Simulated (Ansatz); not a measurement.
Consider a crystal of PbSe in space group I4_1md (No. 109), with Pb on 4a; Se on 4a. Recipe of this trial structure of PbSe: 6-connected net, two elements alternating.

The calculation used Ansatz, DFT PBE, scalar-relativistic, plane waves, PAW. Cutoff 420 eV, Γ-centred mesh, Gaussian smearing, no spin polarisation.

Formation energies are uncorrected and refer to the elements' standard structures at the same level.

Question: Predict the relaxed structure.

Answer:

Space group I4_1md (No. 109). a = 4.024 Å, b = 4.024 Å, c = 14.936 Å, α = 90.00°, β = 90.00°, γ = 90.00°
```json
{"atom": "Pb", "site": "4a", "symmetry": "2mm.", "x": "0.0000", "y": "0.0000", "z": "0.7925"}
{"atom": "Se", "site": "4a", "symmetry": "2mm.", "x": "0.0000", "y": "0.0000", "z": "0.2075"}
```

Around Pb lie 6 Se at 3.12–3.18 Å; Se is surrounded by 6 Pb at 3.12–3.18 Å. Another local minimum with the same sites may exist.

Question: And its energy and gap?

Answer: The energy over the elements is −0.445 eV/atom and the gap on the 10×10×10 mesh of the 4-atom cell is 0.64 eV.

The last run used Gaussian smearing of 0.02 eV. Spin–orbit coupling, which can matter for Pb, is left out. Kohn–Sham gaps at this level usually fall short of measured ones. The missing spin–orbit coupling can work the other way here. The reference form of Se is held partly by dispersion forces, which this level lacks. A structure relaxed within its symmetry needn't be a true minimum. Another cell of PbSe relaxed alike, in Fm-3m, lies 120 meV/atom lower, so this cell isn't the stable form at this level.
